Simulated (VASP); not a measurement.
# VASP 6.6.1 run: AlAs

INCAR

```
ISMEAR = 0
ISIF = 2
PREC = Accurate
NELM = 58
LREAL = .FALSE.
LASPH = .TRUE.
NSW = 0
LCHARG = .FALSE.
METAGGA = R2SCAN
ISPIN = 2
IBRION = -1
LWAVE = .FALSE.
ALGO = Normal
ENCUT = 520
NBANDS = 11
EDIFF = 1E-7
MAGMOM = -1 1
SIGMA = 0.01
```

KPOINTS

```
KPOINTS created by Atomic Simulation Environment
0
Gamma
8 8 8
0 0 0
```

POSCAR

```
Al As
 1.0000000000000000
     0.0000000000000000    2.8389246377751847    2.8389246377751847
     2.8389246377751847    0.0000000000000000    2.8389246377751847
     2.8389246377751847    2.8389246377751847    0.0000000000000000
 Al  As
   1   1
Cartesian
  0.0000000000000000 -0.0000000000000000 -0.0000000000000000
  1.4194623188875921  1.4194623188875921  1.4194623188875921
```

The recommended PBE PAW datasets give the neutral cell 8 valence electrons.

Command

```
mpirun -np 1 vasp_std
```

OSZICAR

```
N       E                     dE             d eps       ncg     rms          rms(c)
DAV:   1     0.132417541195E+01    0.13242E+01   -0.30626E+03  1276   0.561E+02
DAV:   2    -0.227114557660E+02   -0.24036E+02   -0.22796E+02  1627   0.915E+01
DAV:   3    -0.237533771197E+02   -0.10419E+01   -0.10399E+01  1569   0.190E+01
DAV:   4    -0.237616914488E+02   -0.83143E-02   -0.83136E-02  1491   0.204E+00
DAV:   5    -0.237618522483E+02   -0.16080E-03   -0.16080E-03  1606   0.277E-01    0.452E+00
DAV:   6    -0.226769607670E+02    0.10849E+01   -0.12247E+00  1417   0.441E+00    0.273E+00
DAV:   7    -0.226832694371E+02   -0.63087E-02   -0.27120E-01  1430   0.241E+00    0.148E+00
DAV:   8    -0.226934970584E+02   -0.10228E-01   -0.23424E-02  1441   0.964E-01    0.819E-01
DAV:   9    -0.226948725922E+02   -0.13755E-02   -0.60169E-03  1514   0.421E-01    0.292E-01
DAV:  10    -0.226953289991E+02   -0.45641E-03   -0.71404E-04  1452   0.172E-01    0.915E-02
DAV:  11    -0.226953745126E+02   -0.45514E-04   -0.22014E-04  1490   0.881E-02    0.446E-02
DAV:  12    -0.226953841087E+02   -0.95961E-05   -0.68999E-05  1378   0.581E-02    0.158E-02
DAV:  13    -0.226953874647E+02   -0.33559E-05   -0.58758E-06  1495   0.196E-02    0.702E-03
DAV:  14    -0.226953875934E+02   -0.12876E-06   -0.20777E-06  1491   0.666E-03    0.270E-03
DAV:  15    -0.226953876639E+02   -0.70525E-07   -0.29460E-07  1381   0.402E-03
   1 F= -.22695388E+02 E0= -.22695388E+02  d E =-.384249E-69  mag=     0.0000
```

Standard output (part)

```
POSCAR found type information on POSCAR AlAs
 POSCAR found :  2 types and       2 ions
 LDA part: xc-table for (None), standard interpolation
 POSCAR, INCAR and KPOINTS ok, starting setup
 WAVECAR not read
 entering main loop
```

It converged. Results: pressure 0.0 GPa; magnetic moment of the cell 0.00 μB.

For comparison, a separate r²SCAN run of the intended cell, on usual settings and not on those above, gives a gap of 1.81 eV on its mesh and a pressure of 0.0 GPa.

The run above took about 88 s on one core of a shared host (Intel Xeon Platinum 8488C) and held 0.2 GiB at most.
